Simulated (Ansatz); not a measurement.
GaP under changes of volume

One of the cells (20.240 Å³/atom); the others are scaled copies at fixed shape and fractional positions:

```xyz
2
Lattice="0.0000 2.7252 2.7252 2.7252 0.0000 2.7252 2.7252 2.7252 0.0000" Properties=species:S:1:pos:R:3 pbc="T T T"
Ga    0.0000    0.0000    0.0000
P     4.0879    4.0879    4.0879
```

- Program: Ansatz 0.2.0
- Functional: r2SCAN
- Potentials or basis: Ansatz PAW
- Cutoff: 500 eV (not typed: the program's choice for these potentials)
- k mesh: 8 × 8 × 8
- Occupations: fermi-dirac, width 0.05 eV
- Spin: no spin polarisation

```csv
volume (Å³/atom),energy over the lowest point (meV/atom),pressure (GPa),gap on the mesh (eV)
19.026,22.68,6.3,1.77
19.431,9.79,4.0,1.82
19.836,2.41,1.9,1.86
20.240,0.00,0.0,1.89
20.645,2.04,-1.6,1.92
21.050,8.07,-3.1,1.91
21.455,?,?,?
```

Task: What does the run at 21.455 Å³/atom give?

Result: Energy over the lowest point 17.69 meV/atom; pressure -4.5 GPa; gap on the mesh 1.85 eV.

Worked out: A Birch-Murnaghan fit of order 3 (a polynomial in V^(-2/3)) to the other rows has its minimum at 20.25 Å³/atom with B0 = V·E''(V) = 88 GPa and B' = 4.4. It gives 17.71 meV/atom at 21.455 Å³/atom, against the run's 17.69, and -dE/dV = -4.5 GPa, against -4.5. A parabola through the other rows of the gap, of slope -0.489 eV per unit of ln V there, extrapolates to 1.91 eV, against the run's 1.85.

Energies are extrapolated to zero smearing.

Caveats: the PAW data sets come from PBE, with cores solved anew for the run's functional, which leaves a small shift of forces and pressure.

A mesh can miss the band edges. Spin-orbit coupling on Ga is left out.
